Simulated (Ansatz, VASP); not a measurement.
## Na: VASP beside Ansatz

```xyz
2
Lattice="3.6901 0.0000 0.0000 -1.8451 3.1957 0.0000 0.0000 0.0000 6.0284" Properties=species:S:1:pos:R:3 pbc="T T T"
Na    1.8451    1.0652    4.5213
Na    0.0000    2.1305    1.5071
```

This isn't the form of Na at room conditions, which is bcc.

Alike in both runs: task single point; functional PBEsol; k mesh 8 × 8 × 5; occupations fermi-dirac, width 0.05 eV; no spin polarisation.

|  | VASP | Ansatz |
| --- | --- | --- |
| version | VASP 6.6.1 | Ansatz 0.2.0 |
| potentials or method | VASP PAW PBE potentials, release 64 (Na_pv) | Ansatz PAW |
| plane-wave cutoff (eV) | 520 | 420 |
| valence electrons in the cell | 14 | 18 |

|  | VASP | Ansatz | Ansatz less VASP |
| --- | --- | --- | --- |
| gap on the k mesh at the Fermi level (eV) | none | none | - |
| pressure (GPa) | 0.2 | 0.2 | -0.01 |
| largest component of the traceless stress (GPa) | 0.18 | 0.18 | 0.000 |

A gap of «none» marks a metal or a gap that the smearing closes. The two sets of potentials don't hold the same shells in valence.

Caveats: the PAW data sets were made with another functional, which shifts forces and pressure a little (VASP); the PAW data sets come from PBE, with cores solved anew for the run's functional, which leaves a small shift of forces and pressure (Ansatz).
